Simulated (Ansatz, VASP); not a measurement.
## One calculation of Ir, two programs

```
Ir
1.0
     0.00000    1.91613    1.91613
     1.91613    0.00000    1.91613
     1.91613    1.91613    0.00000
Ir
1
Direct
  0.00000 0.00000 0.00000
```

Alike in both runs: functional PBEsol; k mesh 20 × 20 × 20; occupations fermi-dirac, width 0.15 eV; no spin polarisation.

Ansatz relaxed the structure, and its values are those at the end. VASP's run is a single point on that final structure, the one shown.

|  | VASP | Ansatz |
| --- | --- | --- |
| version | VASP 6.6.1 | Ansatz 0.2.0 |
| potentials or method | VASP PAW PBE potentials, release 64 (Ir) | scalar-relativistic, plane waves, PAW |
| plane-wave cutoff (eV) | 520 | 420 |
| valence electrons in the cell | 9 | 17 |

VASP gave:

```
gap on the k mesh at the Fermi level (eV) : none
pressure (GPa)                            : 0.8
```

Question: What did Ansatz give for the same quantities?

Answer: gap on the k mesh at the Fermi level (eV): none; pressure (GPa): 0.0.

A gap of «none» marks a metal or a gap that the smearing closes. The two sets of potentials don't hold the same shells in valence.

Caveats: the PAW data sets were made with another functional, which shifts forces and pressure a little (VASP). Spin-orbit coupling is left out, which matters for the levels of Ir.
